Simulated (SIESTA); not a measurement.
# WSe in SIESTA: notebook, part 3 of 3

SIESTA 5.4.2. Earlier steps stand in the parts before.

## (6) Band structure, PBE

run.py

```python
from ase.io import read
from ase.calculators.siesta import Siesta
from ase.units import Ry, GPa

atoms = read("POSCAR")

fdf = {
    'SCFMustConverge': False,
    'OccupationFunction': 'FD',
    'ElectronicTemperature': '0.05 eV',
    'Slab.DipoleCorrection': 'vacuum',
    'MaxSCFIterations': '120',
    'SCF.Mixer.Method': 'Pulay',
    'SCF.Mixer.Weight': '0.25',
    'SCF.Mixer.History': '8',
    'SCF.DM.Tolerance': '5.0e-05',
    'SCF.H.Tolerance': '1.0e-03 eV',
    'WriteForces': 'true',
    'Charge.Mulliken': 'end',
    'BandLinesScale': 'ReciprocalLatticeVectors',
    'BandLines': ['  1    0.000000   0.000000   0.000000  \\Gamma', ' 14    0.500000   0.000000   0.000000  M', '  8    0.333333   0.333333   0.000000  K', ' 16    0.000000   0.000000   0.000000  \\Gamma', '  2    0.000000   0.000000   0.500000  A', ' 14    0.500000   0.000000   0.500000  L', '  8    0.333333   0.333333   0.500000  H', ' 16    0.000000   0.000000   0.500000  A', '  1    0.500000   0.000000   0.500000  L', '  2    0.500000   0.000000   0.000000  M', '  1    0.333333   0.333333   0.000000  K', '  2    0.333333   0.333333   0.500000  H'],
    'PAO.Basis': ['W.1 5', 'n=5 0 2', '  3.045 0.000', 'n=6 0 2', '  5.866 0.000', 'n=5 1 2', '  3.655 0.000', 'n=6 1 1', '  5.866', 'n=5 2 2', '  6.655 0.000', 'Se.2 4', 'n=4 0 2', '  5.139 0.000', 'n=4 1 2', '  6.735 0.000', 'n=3 2 2', '  2.662 0.000', 'n=4 2 1', '  6.735'],
}
calc = Siesta(
    label="WSe",
    command="siesta < PREFIX.fdf > PREFIX.out",
    pseudo_path="pseudos",
    pseudo_qualifier="",
    xc=('GGA', 'PBE'),
    basis_set="DZP",
    mesh_cutoff=800 * Ry,
    energy_shift=0.003 * Ry,
    kpts=[9, 9, 1],
    spin="non-polarized",
    fdf_arguments=fdf,
)
atoms.calc = calc

print(f"energy = {atoms.get_potential_energy():.6f} eV")
free = atoms.get_potential_energy(force_consistent=True)
print(f"free energy = {free:.6f} eV")
print("forces (eV/A):")
print(atoms.get_forces(apply_constraint=False).round(6))
print("stress (GPa, Voigt order, tension positive):", (atoms.get_stress() / GPa).round(4))
```

POSCAR

```
WSe
1.0
    3.3179375931      0.0000000000      0.0000000000
   -1.6589687965      2.8734182438      0.0000000000
    0.0000000000      0.0000000000     31.6581424200
W Se W
1 2 1
Direct
    0.0000000000      0.0000000000      0.2369058772
    0.3333333300      0.6666666600      0.2894123711
    0.3333333300      0.6666666600      0.7105876289
    0.0000000000      0.0000000000      0.7630941228
```

Potentials or basis: SPMS 1.0 (PBE files) or PseudoDojo by element, DZP (energy shift 0.003 Ry; two zetas on semicore shells).

The run is started by

```bash
python run.py
```

Run time: 60 s. Hardware: 1 thread of Arm Neoverse V1, shared host; peak memory 0.42 GiB.

Results (log left out):

```yaml
Free_energy: -10370.8568 eV
Largest_force: 0.657 eV/Å
Band_gap_on_the_k_mesh: 0.40 eV, indirect (least direct gap 0.49 eV)
Band_gap_along_the_path: 0.23 eV, indirect (least direct gap 0.49 eV)
```

Forces on the atoms (eV/Å):
```
W    0.000  0.000 -0.657
Se   0.000  0.000  0.656
Se   0.000  0.000 -0.656
W    0.000  0.000  0.657
```

Stress tensor (GPa, compression positive):
```
-5.14  0.00  0.00
 0.00 -5.14  0.00
 0.00  0.00  1.16
```

Levels at the corners of the path, in eV from the valence-band top:
```csv
point,band 27,band 28,band 29,band 30,band 31,band 32,band 33,band 34
Γ,-0.61,-0.61,-0.17,-0.17,0.32,0.32,0.32,0.32
M,-1.41,-1.41,0.00,0.00,1.30,1.30,2.27,2.27
K,-0.89,-0.89,-0.70,-0.70,1.28,1.28,1.72,1.72
Γ,-0.61,-0.61,-0.17,-0.17,0.32,0.32,0.32,0.32
A,-0.61,-0.61,-0.17,-0.17,0.32,0.32,0.32,0.32
L,-1.41,-1.41,0.00,0.00,1.30,1.30,2.27,2.27
H,-0.89,-0.89,-0.70,-0.70,1.28,1.28,1.72,1.72
A,-0.61,-0.61,-0.17,-0.17,0.32,0.32,0.32,0.32
L,-1.41,-1.41,0.00,0.00,1.30,1.30,2.27,2.27
M,-1.41,-1.41,0.00,0.00,1.30,1.30,2.27,2.27
K,-0.89,-0.89,-0.70,-0.70,1.28,1.28,1.72,1.72
H,-0.89,-0.89,-0.70,-0.70,1.28,1.28,1.72,1.72
```

Caveat: short orbitals over semicore shells can move pressures by several GPa; the valence orbitals were made in a potential fitted to the semicore shell under them, which widens gaps by tenths of an eV or more; spin-orbit coupling is left out, which moves the levels of the heavy elements; the basis of atomic orbitals isn't converged, which shifts pressures, moduli and gaps. Expect the measured gap to be larger: semilocal functionals such as PBE lack the derivative discontinuity.

## (7) Band structure, PBE

run.py, as its differences from that of step 6:

```diff
@@ -21,3 +21,3 @@
     'BandLines': ['  1    0.000000   0.000000   0.000000  \\Gamma', ' 14    0.500000   0.000000   0.000000  M', '  8    0.333333   0.333333   0.000000  K', ' 16    0.000000   0.000000   0.000000  \\Gamma', '  2    0.000000   0.000000   0.500000  A', ' 14    0.500000   0.000000   0.500000  L', '  8    0.333333   0.333333   0.500000  H', ' 16    0.000000   0.000000   0.500000  A', '  1    0.500000   0.000000   0.500000  L', '  2    0.500000   0.000000   0.000000  M', '  1    0.333333   0.333333   0.000000  K', '  2    0.333333   0.333333   0.500000  H'],
-    'PAO.Basis': ['W.1 5', 'n=5 0 2', '  3.045 0.000', 'n=6 0 2', '  5.866 0.000', 'n=5 1 2', '  3.655 0.000', 'n=6 1 1', '  5.866', 'n=5 2 2', '  6.655 0.000', 'Se.2 4', 'n=4 0 2', '  5.139 0.000', 'n=4 1 2', '  6.735 0.000', 'n=3 2 2', '  2.662 0.000', 'n=4 2 1', '  6.735'],
+    'PAO.Basis': ['W.1 5', 'n=5 0 2', '  3.045 0.000', 'n=6 0 2', '  7.641 0.000', 'n=5 1 2', '  3.655 0.000', 'n=6 1 1', '  7.641', 'n=5 2 2', '  6.655 0.000', 'Se.2 4', 'n=4 0 2', '  5.139 0.000', 'n=4 1 2', '  6.735 0.000', 'n=3 2 2', '  2.657 0.000', 'n=4 2 1', '  6.735'],
 }
```

POSCAR is that of step 6.

Potentials or basis: Ansatz NC with PseudoDojo 0.4 standard (PBE files), DZP (energy shift 0.003 Ry; two zetas on semicore shells).

The run is started by

```bash
python run.py
```

Run time: 65 s. Hardware: 1 thread of Arm Neoverse V1, shared host; peak memory 0.46 GiB.

The run converged. Its results:

```
Free energy             : -10719.8129 eV
Largest force           : 0.622 eV/Å
Band gap on the k mesh  : 0.35 eV, indirect (least direct gap 0.72 eV)
Band gap along the path : 0.17 eV, indirect (least direct gap 0.72 eV)
```

Forces in eV/Å, atoms in the order of the input:
```
W    0.000  0.000 -0.621
Se   0.000  0.000  0.622
Se   0.000  0.000 -0.622
W    0.000  0.000  0.621
```

Stress tensor (GPa, compression positive):
```
-4.85  0.00  0.00
 0.00 -4.85  0.00
 0.00  0.00  1.10
```

Levels at the corners of the path, in eV from the valence-band top:
```csv
point,band 27,band 28,band 29,band 30,band 31,band 32,band 33,band 34
Γ,-0.63,-0.63,-0.43,-0.43,0.29,0.29,0.29,0.29
M,-1.43,-1.43,0.00,0.00,1.33,1.33,2.21,2.21
K,-0.89,-0.89,-0.67,-0.67,1.32,1.32,1.71,1.71
Γ,-0.63,-0.63,-0.43,-0.43,0.29,0.29,0.29,0.29
A,-0.63,-0.63,-0.43,-0.43,0.29,0.29,0.29,0.29
L,-1.43,-1.43,0.00,0.00,1.33,1.33,2.21,2.21
H,-0.89,-0.89,-0.67,-0.67,1.32,1.32,1.71,1.71
A,-0.63,-0.63,-0.43,-0.43,0.29,0.29,0.29,0.29
L,-1.43,-1.43,0.00,0.00,1.33,1.33,2.21,2.21
M,-1.43,-1.43,0.00,0.00,1.33,1.33,2.21,2.21
K,-0.89,-0.89,-0.67,-0.67,1.32,1.32,1.71,1.71
H,-0.89,-0.89,-0.67,-0.67,1.32,1.32,1.71,1.71
```

Caveat: short orbitals over semicore shells can move pressures by several GPa; spin-orbit coupling is left out, which moves the levels of the heavy elements; the basis of atomic orbitals isn't converged, which shifts pressures, moduli and gaps.

## (8) Summary

```csv
potentials or basis,gap on the mesh (eV),largest force (eV/Å)
"PseudoDojo 0.4 standard (PBE files), DZP (energy shift 0.003 Ry; two zetas on semicore shells)",0.35,0.65
"PseudoDojo 0.4 stringent (PBE files), DZP (energy shift 0.003 Ry; two zetas on semicore shells)",0.34,0.47
"PseudoDojo 0.5 standard (PBE files), DZP (energy shift 0.003 Ry; two zetas on semicore shells)",0.35,0.65
"SG15 1.2 (PBE files) or PseudoDojo by element, DZP (energy shift 0.003 Ry; two zetas on semicore shells)",0.32,0.52
"SPMS 1.0 (PBE files) or PseudoDojo by element, DZP (energy shift 0.003 Ry; two zetas on semicore shells)",0.40,0.66
"Ansatz NC with PseudoDojo 0.4 standard (PBE files), DZP (energy shift 0.003 Ry; two zetas on semicore shells)",0.35,0.62
```

Alike in all rows: task band structure; level PBE; no spin polarisation; cell as given; k mesh 9 × 9 × 1; smearing fermi-dirac 0.05 eV; grid cutoff 800 Ry; energy shift 0.003 Ry.

Caveats: spin-orbit coupling is left out, which moves the levels of the heavy elements; the basis of atomic orbitals isn't converged, which shifts pressures, moduli and gaps; short orbitals over semicore shells can move pressures by several GPa (some runs); the valence orbitals were made in a potential fitted to the semicore shell under them, which widens gaps by tenths of an eV or more (some runs).

Absolute energies hang on the potentials; compare differences alone.
